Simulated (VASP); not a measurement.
# ZnCu: interstitial O from one void to a neighbouring one, part 4 of 4

How hard is this move in ZnCu: interstitial O from one void to a neighbouring one? Both ends are relaxed first, then a band of images between them. The start is a cell from a database of measured crystal structures.

VASP 6.6.1, plane waves and PAW; the level of theory is named at each step.

So far. Step 3 (Relax the start): The run ended after 24 ionic steps, 4.215 eV below its first step, once the forces on the free atoms met EDIFFG = -0.05. Step 4 (Relax the end): The run ended after 23 ionic steps, 4.778 eV below its first step, once the forces on the free atoms met EDIFFG = -0.05.

**5. Nudged elastic band**

Level of this step: PBE, no spin polarisation; plane waves and PAW (Zn, Cu, O) (VASP).

Images on a straight line between the ends relax across the path, while springs keep them spaced along it.

INCAR reads:

```
SYSTEM = Zn8Cu8O
PREC = Normal
ENCUT = 400
EDIFF = 1E-05
NELM = 120
ISMEAR = 1
SIGMA = 0.15
LREAL = Auto
ALGO = Fast
GGA = PE
NBANDS = 117
LASPH = .TRUE.
LWAVE = .FALSE.
LCHARG = .FALSE.
IMAGES = 3
SPRING = -5
IBRION = 3
POTIM = 0.15
NSW = 60
EDIFFG = -0.05
ISYM = 0
ISIF = 0
SMASS = 1
```

POSCAR reads:

```
Zn8Cu8O
1.0
    5.9260891250      0.0000000000      0.0000000000
    0.0000000000      5.9260891250      0.0000000000
    0.0000000000      0.0000000000      5.9260891250
Zn Cu O
8 8 1
Direct
    0.2811915782      0.2760243659      0.2488982170
    0.2455501294      0.2452210223      0.7507458606
    0.2590724432      0.7380107407      0.2496400860
    0.2720534414      0.7464949304      0.7511582216
    0.7196217188      0.2796075989      0.2517223831
    0.7541848010      0.2485985221      0.7495908885
    0.7408429105      0.7360650560      0.2509407838
    0.7277496764      0.7429338331      0.7498171420
    0.9971043052      0.9621842221      0.9597120448
    0.9979627220      0.9610353567      0.5402131789
    0.0005700348      0.5184205199      0.9856964983
    0.0023257980      0.5181716243      0.5148942573
    0.5021916195      0.0002487076      0.0034794848
    0.5007225570      0.0002124340      0.4971709689
    0.4990707473      0.4946615257      0.9820146831
    0.4963059430      0.4943940280      0.5188946977
    0.9995779777      0.1150282964      0.2503275746
```

KPOINTS reads:

```
Automatic mesh
0
Monkhorst-Pack
3 3 3
0 0 0
```

00/POSCAR reads:

```
Zn8Cu8O
1.0
    5.9260891250      0.0000000000      0.0000000000
    0.0000000000      5.9260891250      0.0000000000
    0.0000000000      0.0000000000      5.9260891250
Zn Cu O
8 8 1
Direct
    0.2811915782      0.2760243659      0.2488982170
    0.2455501294      0.2452210223      0.7507458606
    0.2590724432      0.7380107407      0.2496400860
    0.2720534414      0.7464949304      0.7511582216
    0.7196217188      0.2796075989      0.2517223831
    0.7541848010      0.2485985221      0.7495908885
    0.7408429105      0.7360650560      0.2509407838
    0.7277496764      0.7429338331      0.7498171420
    0.9971043052      0.9621842221      0.9597120448
    0.9979627220      0.9610353567      0.5402131789
    0.0005700348      0.5184205199      0.9856964983
    0.0023257980      0.5181716243      0.5148942573
    0.5021916195      0.0002487076      0.0034794848
    0.5007225570      0.0002124340      0.4971709689
    0.4990707473      0.4946615257      0.9820146831
    0.4963059430      0.4943940280      0.5188946977
    0.9995779777      0.1150282964      0.2503275746
```

01/POSCAR reads:

```
Zn8Cu8O
1.0
    5.9260891250      0.0000000000      0.0000000000
    0.0000000000      5.9260891250      0.0000000000
    0.0000000000      0.0000000000      5.9260891250
Zn Cu O
8 8 1
Direct
    0.2759051090      0.2714532517      0.2488300838
    0.2465626518      0.2524540605      0.7501177604
    0.2591285834      0.7393204944      0.2493184312
    0.2662353629      0.7415616694      0.7504480012
    0.7187987665      0.2790349029      0.2510073026
    0.7525183148      0.2488581944      0.7492619850
    0.7342798658      0.7326168280      0.2502764394
    0.7327637976      0.7449676920      0.7494736524
    1.0058453255      0.9719395927      0.9585986018
    1.0064571530      0.9710831509      0.5403778951
   -0.0006550950      0.5137568313      0.9907277280
    0.0005766483      0.5136306502      0.5090012211
    0.4959047848      0.0002633454     -0.0019603991
    0.4948702304      0.0001773969      0.5016922691
    0.4991429219      0.4959577580      0.9820017150
    0.4971447168      0.4958601046      0.5179983941
    0.9710589914      0.0859069840      0.2497459416
```

02/POSCAR reads:

```
Zn8Cu8O
1.0
    5.9260891250      0.0000000000      0.0000000000
    0.0000000000      5.9260891250      0.0000000000
    0.0000000000      0.0000000000      5.9260891250
Zn Cu O
8 8 1
Direct
    0.2706186398      0.2668821375      0.2487619506
    0.2475751742      0.2596870987      0.7494896602
    0.2591847236      0.7406302482      0.2489967763
    0.2604172844      0.7366284084      0.7497377807
    0.7179758142      0.2784622068      0.2502922220
    0.7508518286      0.2491178668      0.7489330815
    0.7277168210      0.7291686000      0.2496120950
    0.7377779189      0.7470015510      0.7491301628
    1.0145863458      0.9816949632      0.9574851588
    1.0149515839      0.9811309451      0.5405426112
   -0.0018802248      0.5090931428      0.9957589577
   -0.0011725013      0.5090896762      0.5031081849
    0.4896179501      0.0002779832     -0.0074002830
    0.4890179038      0.0001423597      0.5062135693
    0.4992150966      0.4972539903      0.9819887470
    0.4979834907      0.4973261812      0.5171020906
    0.9425400050      0.0567856716      0.2491643086
```

03/POSCAR reads:

```
Zn8Cu8O
1.0
    5.9260891250      0.0000000000      0.0000000000
    0.0000000000      5.9260891250      0.0000000000
    0.0000000000      0.0000000000      5.9260891250
Zn Cu O
8 8 1
Direct
    0.2653321706      0.2623110233      0.2486938173
    0.2485876967      0.2669201369      0.7488615599
    0.2592408639      0.7419400019      0.2486751214
    0.2545992059      0.7316951475      0.7490275603
    0.7171528618      0.2778895108      0.2495771415
    0.7491853424      0.2493775392      0.7486041780
    0.7211537763      0.7257203719      0.2489477506
    0.7427920402      0.7490354099      0.7487866732
    1.0233273662      0.9914503338      0.9563717158
    1.0234460148      0.9911787393      0.5407073274
   -0.0031053547      0.5044294542      1.0007901875
   -0.0029216510      0.5045487021      0.4972151487
    0.4833311154      0.0002926210     -0.0128401670
    0.4831655771      0.0001073226      0.5107348694
    0.4992872712      0.4985502226      0.9819757790
    0.4988222646      0.4987922577      0.5162057870
    0.9140210186      0.0276643591      0.2485826757
```

04/POSCAR reads:

```
Zn8Cu8O
1.0
    5.9260891250      0.0000000000      0.0000000000
    0.0000000000      5.9260891250      0.0000000000
    0.0000000000      0.0000000000      5.9260891250
Zn Cu O
8 8 1
Direct
    0.2600457014      0.2577399091      0.2486256841
    0.2496002191      0.2741531751      0.7482334597
    0.2592970041      0.7432497556      0.2483534666
    0.2487811274      0.7267618865      0.7483173398
    0.7163299095      0.2773168148      0.2488620610
    0.7475188562      0.2496372115      0.7482752745
    0.7145907316      0.7222721439      0.2482834062
    0.7478061614      0.7510692688      0.7484431836
    1.0320683865      1.0012057044      0.9552582728
    1.0319404458      1.0012265335      0.5408720436
   -0.0043304845      0.4997657656      1.0058214172
   -0.0046708006      0.5000077280      0.4913221125
    0.4770442807      0.0003072588     -0.0182800509
    0.4773132505      0.0000722854      0.5152561696
    0.4993594458      0.4998464549      0.9819628109
    0.4996610384      0.5002583343      0.5153094834
    0.8855020323     -0.0014569533      0.2480010427
```

The projector-augmented-wave data sets are Zn, Cu and O (PBE family, release 64).

On the command line:

```sh
$ mpirun -np 3 vasp_std
```

Log:

```text
[banner, memory and clock lines left out]
running    3 mpi-ranks, on    1 nodes
 each image running on    1 cores
 distrk:  each k-point on    1 cores,    1 groups
 distr:  one band on    1 cores,    1 groups

 POSCAR found type information on POSCAR ZnCuO
 01/POSCAR found :  3 types and      17 ions
 LDA part: xc-table for (Slater+PW92), standard interpolation
 POSCAR found type information on POSCAR ZnCuO
 00/POSCAR found :  3 types and      17 ions
 POSCAR found type information on POSCAR ZnCuO
 04/POSCAR found :  3 types and      17 ions
 POSCAR, INCAR and KPOINTS ok, starting setup
 FFT: planning ... GRIDC
 FFT: planning ... GRID_SOFT
 FFT: planning ... GRID
 WAVECAR not read
 entering main loop
       N       E                     dE             d eps       ncg     rms          rms(c)
DAV:   1     0.175134020185E+04    0.17513E+04   -0.67135E+04  3276   0.231E+03
DAV:   2     0.284491428276E+03   -0.14668E+04   -0.14009E+04  3276   0.547E+02
DAV:   3    -0.299373239924E+02   -0.31443E+03   -0.29409E+03  3284   0.247E+02
DAV:   4    -0.549931596071E+02   -0.25056E+02   -0.24216E+02  4339   0.779E+01
DAV:   5    -0.555859085875E+02   -0.59275E+00   -0.58993E+00  4107   0.125E+01    0.300E+01
RMM:   6    -0.538104371084E+02    0.17755E+01   -0.12143E+02  3296   0.752E+01    0.205E+01
RMM:   7    -0.446626777168E+02    0.91478E+01   -0.35762E+01  3292   0.394E+01    0.736E+00
RMM:   8    -0.446409922315E+02    0.21685E-01   -0.85417E-01  3358   0.451E+00    0.361E+00
RMM:   9    -0.446266029559E+02    0.14389E-01   -0.31204E-01  3305   0.342E+00    0.131E+00
RMM:  10    -0.446068232129E+02    0.19780E-01   -0.14581E-01  3451   0.229E+00    0.492E-01
RMM:  11    -0.446069094672E+02   -0.86254E-04   -0.46176E-02  3634   0.875E-01    0.213E-01
RMM:  12    -0.446069865626E+02   -0.77095E-04   -0.87769E-03  3713   0.422E-01    0.165E-01
RMM:  13    -0.446069159846E+02    0.70578E-04   -0.30047E-03  3484   0.261E-01    0.791E-02
RMM:  14    -0.446069956380E+02   -0.79653E-04   -0.14679E-03  3506   0.184E-01    0.485E-02
RMM:  15    -0.446069856136E+02    0.10024E-04   -0.23602E-04  3457   0.803E-02    0.144E-02
RMM:  16    -0.446069899893E+02   -0.43758E-05   -0.59268E-05  2523   0.378E-02
   1 F= -.44606990E+02 E0= -.44598500E+02  d E =-.446070E+02
damped:  g(F)=  0.149E+00 g(S)=  0.000E+00 dE (1.order)=-0.199E+00
 bond charge predicted
       N       E                     dE             d eps       ncg     rms          rms(c)
DAV:   1    -0.446420243595E+02   -0.35039E-01   -0.56385E+00  3600   0.747E+00    0.266E-01
RMM:   2    -0.446495033761E+02   -0.74790E-02   -0.80231E-02  3493   0.165E+00    0.245E-01
RMM:   3    -0.446519225638E+02   -0.24192E-02   -0.30911E-02  3984   0.726E-01    0.171E-01
RMM:   4    -0.446518727225E+02    0.49841E-04   -0.27886E-03  4309   0.221E-01    0.128E-01
RMM:   5    -0.446517572823E+02    0.11544E-03   -0.30205E-04  3282   0.101E-01    0.888E-02
RMM:   6    -0.446516940964E+02    0.63186E-04   -0.39461E-04  3379   0.994E-02    0.266E-02
RMM:   7    -0.446516936101E+02    0.48631E-06   -0.10073E-04  2793   0.516E-02    0.156E-02
RMM:   8    -0.446516902423E+02    0.33678E-05   -0.23794E-05  2213   0.232E-02
   2 F= -.44651690E+02 E0= -.44643189E+02  d E =-.447003E-01
[... from here on, the cycles between the ionic steps are left out ...]
   3 F= -.44681156E+02 E0= -.44672624E+02  d E =-.294654E-01
   4 F= -.44695270E+02 E0= -.44686663E+02  d E =-.141143E-01
   5 F= -.44703469E+02 E0= -.44694766E+02  d E =-.819892E-02
   6 F= -.44709127E+02 E0= -.44700349E+02  d E =-.565772E-02
   7 F= -.44713363E+02 E0= -.44704545E+02  d E =-.423616E-02
   8 F= -.44716810E+02 E0= -.44707994E+02  d E =-.344700E-02
   9 F= -.44719692E+02 E0= -.44710895E+02  d E =-.288233E-02
  10 F= -.44722217E+02 E0= -.44713450E+02  d E =-.252507E-02
  11 F= -.44724326E+02 E0= -.44715590E+02  d E =-.210874E-02
  12 F= -.44726208E+02 E0= -.44717500E+02  d E =-.188210E-02
  13 F= -.44727845E+02 E0= -.44719164E+02  d E =-.163738E-02
  14 F= -.44729326E+02 E0= -.44720670E+02  d E =-.148094E-02
  15 F= -.44730664E+02 E0= -.44722030E+02  d E =-.133732E-02
  16 F= -.44731914E+02 E0= -.44723303E+02  d E =-.125035E-02
  17 F= -.44733084E+02 E0= -.44724495E+02  d E =-.117020E-02
  18 F= -.44734191E+02 E0= -.44725620E+02  d E =-.110635E-02
  19 F= -.44735234E+02 E0= -.44726683E+02  d E =-.104364E-02
  20 F= -.44736230E+02 E0= -.44727697E+02  d E =-.996067E-03
  21 F= -.44737206E+02 E0= -.44728689E+02  d E =-.975996E-03
  22 F= -.44738165E+02 E0= -.44729662E+02  d E =-.958416E-03
  23 F= -.44739096E+02 E0= -.44730607E+02  d E =-.930959E-03
  24 F= -.44740008E+02 E0= -.44731531E+02  d E =-.912763E-03
  25 F= -.44740914E+02 E0= -.44732447E+02  d E =-.905515E-03
  26 F= -.44741818E+02 E0= -.44733359E+02  d E =-.904506E-03
  27 F= -.44742714E+02 E0= -.44734262E+02  d E =-.895300E-03
  28 F= -.44743585E+02 E0= -.44735139E+02  d E =-.871548E-03
  29 F= -.44744441E+02 E0= -.44736001E+02  d E =-.855779E-03
  30 F= -.44745282E+02 E0= -.44736846E+02  d E =-.840601E-03
  31 F= -.44746113E+02 E0= -.44737682E+02  d E =-.831092E-03
  32 F= -.44746920E+02 E0= -.44738493E+02  d E =-.807056E-03
  33 F= -.44747729E+02 E0= -.44739305E+02  d E =-.809075E-03
  34 F= -.44748530E+02 E0= -.44740107E+02  d E =-.800916E-03
  35 F= -.44749318E+02 E0= -.44740896E+02  d E =-.787797E-03
  36 F= -.44750098E+02 E0= -.44741675E+02  d E =-.779887E-03
  37 F= -.44750876E+02 E0= -.44742452E+02  d E =-.778328E-03
  38 F= -.44751648E+02 E0= -.44743222E+02  d E =-.772629E-03
  39 F= -.44752424E+02 E0= -.44743995E+02  d E =-.775264E-03
  40 F= -.44753193E+02 E0= -.44744759E+02  d E =-.768984E-03
  41 F= -.44753939E+02 E0= -.44745501E+02  d E =-.746037E-03
  42 F= -.44754662E+02 E0= -.44746218E+02  d E =-.722804E-03
  43 F= -.44755379E+02 E0= -.44746929E+02  d E =-.717821E-03
  44 F= -.44756087E+02 E0= -.44747628E+02  d E =-.708007E-03
  45 F= -.44756782E+02 E0= -.44748314E+02  d E =-.695008E-03
  46 F= -.44757469E+02 E0= -.44748990E+02  d E =-.686354E-03
  47 F= -.44758130E+02 E0= -.44749642E+02  d E =-.661112E-03
  48 F= -.44758768E+02 E0= -.44750268E+02  d E =-.637871E-03
  49 F= -.44759395E+02 E0= -.44750883E+02  d E =-.627521E-03
  50 F= -.44760020E+02 E0= -.44751495E+02  d E =-.624663E-03
damped:  g(F)=  0.103E-02 g(S)=  0.000E+00 dE (1.order)=-0.206E-02
 bond charge predicted
       N       E                     dE             d eps       ncg     rms          rms(c)
DAV:   1    -0.447605189403E+02   -0.49552E-03   -0.94290E-02  3444   0.101E+00    0.251E-02
RMM:   2    -0.447606154564E+02   -0.96516E-04   -0.10347E-03  3609   0.193E-01    0.178E-02
RMM:   3    -0.447606370067E+02   -0.21550E-04   -0.29056E-04  3681   0.738E-02    0.163E-02
RMM:   4    -0.447606337702E+02    0.32365E-05   -0.18957E-05  2045   0.247E-02
  51 F= -.44760634E+02 E0= -.44752097E+02  d E =-.613854E-03
damped:  g(F)=  0.993E-03 g(S)=  0.000E+00 dE (1.order)=-0.200E-02
 reached required accuracy - stopping structural energy minimisation
```

Wall time 46 min (3 MPI ranks of Intel Xeon Platinum 8259CL at 2.50GHz (Skylake/Cascade Lake), shared host); peak memory 0.81 GiB; 2.3 h of CPU time.

OUTCAR, selected parts (step 5):

```text
   NELECT =     190.0000    total number of electrons

  tangential force (eV/A)        -0.127950
  left and right image   0.379894  0.383504 A

  tangential force (eV/A)        -0.124967
  left and right image   0.381619  0.385267 A

 E-fermi :   5.7761

 k-point     1 :       0.0000    0.0000    0.0000
  band No.  band energies     occupation
    ...
     93       3.9854      2.00000
     94       4.6570      2.00000
     95       4.6771      2.00000
     96       4.9622      2.00000
     97       5.7565      1.21934
     98       7.2126     -0.00000
     99       7.6325     -0.00000
    100       7.9015     -0.00000
    101       8.0031     -0.00000
    102       8.4756     -0.00000
    ...

 POSITION                                       TOTAL-FORCE (eV/Angst)
 -----------------------------------------------------------------------------------
      1.54821      1.62478      1.47441         0.040009      0.055308     -0.002585
      1.40747      1.54035      4.44423        -0.022298     -0.010539      0.000129
      1.54229      4.34128      1.47046        -0.008395     -0.022192     -0.001937
      1.60268      4.30479      4.44917        -0.006182     -0.002743      0.004327
      4.22859      1.61678      1.48493         0.002753     -0.031170      0.002424
      4.46946      1.43471      4.43291         0.007718     -0.029219      0.000913
      4.33525      4.42119      1.48059        -0.021246     -0.007654      0.001387
      4.28975      4.44158      4.43477        -0.017882      0.023272     -0.002047
      0.06978      5.68838      5.64490        -0.021585     -0.020515      0.020316
      0.08378      5.68605      3.23462        -0.018210     -0.022505     -0.021034
      5.84932      3.07396      5.88206        -0.031390      0.007955     -0.016622
     -0.06432      3.07601      2.99808        -0.027018      0.007970      0.015574
      2.87674      0.02090      5.90130        -0.003820      0.000711      0.011184
      2.86662      0.01683      2.97890        -0.006991     -0.000718     -0.011956
      2.98275      2.89729      5.83359         0.024792     -0.016304     -0.025924
      2.96873      2.90237      3.04680         0.018932     -0.014881      0.025409
      5.82269      0.54346      1.47757         0.090812      0.083222      0.000443
 -----------------------------------------------------------------------------------
    total drift:                                0.013043     -0.011822      0.002808

  FREE ENERGIE OF THE ION-ELECTRON SYSTEM (eV)
  ---------------------------------------------------
  free  energy   TOTEN  =       -44.7606337702 eV

  energy  without entropy=      -44.7350226164  energy(sigma->0) =      -44.75209672

  tangential force (eV/A)        -0.123387
  left and right image   0.383353  0.387038 A

[... 6 parts as in an earlier step ...]

[... 8 further parts left out ...]
```

Images along the path:

```
image  path (A)  energy (eV)      O17: x, y, z (Å)
    0     0.000       0.0000   5.924, 0.682, 1.483
    1     0.383       0.0082   5.823, 0.543, 1.478
    2     0.770       0.0727   5.609, 0.316, 1.478
    3     1.159       0.0081   5.374, 0.098, 1.479
    4     1.546      -0.0004  5.248, -0.009, 1.470
```

This step gave:

```yaml
electronic_cycles: 234
path_length: 1.546 Å
barrier: 0.07274 eV
barrier_in_the_reverse_direction: 0.07319 eV
barrier_from_a_spline_through_the_images: 0.07274 eV
reaction_energy: -4.45e-4 eV
```

What the program prints for this run, and its count of cycles, belong to image 1; the force that counts for the threshold is the band's, across the path.

**6. What came out**

| Quantity | Value |
| --- | --- |
| hop | interstitial O from one void to a neighbouring one |
| barrier | 0.0727 eV |
| barrier in the reverse direction | 0.0732 eV |
| barrier from a spline through the images | 0.0727 eV |
| reaction energy | -4.4e-4 eV |
| path length | 1.55 Å |

In words: The barrier is 0.07 eV forwards and 0.07 eV backwards. A barrier this low is not resolved by the force threshold of the band. Both ends are alike and an image sits at the midpoint, which is the saddle if the path is symmetric. The band met its force threshold after 51 steps. Cell and mesh are small and were not tested. The band started on a straight line, so other routes may lie lower.

[Lines on the potential files, build, host, timing and source positions are cut from VASP's logs without a mark.]

[Logs are printed without paths, hosts, clocks, repeated set-up lines and the standing remarks that a program may print on its own settings, such as how far it seeks lower states.]

[Hosts, paths, dates, database ids (printed as entryN), source tags and the programs' standing remarks are cut or masked in the printed files.]

[Runs that stopped without an error message from VASP are left out.]
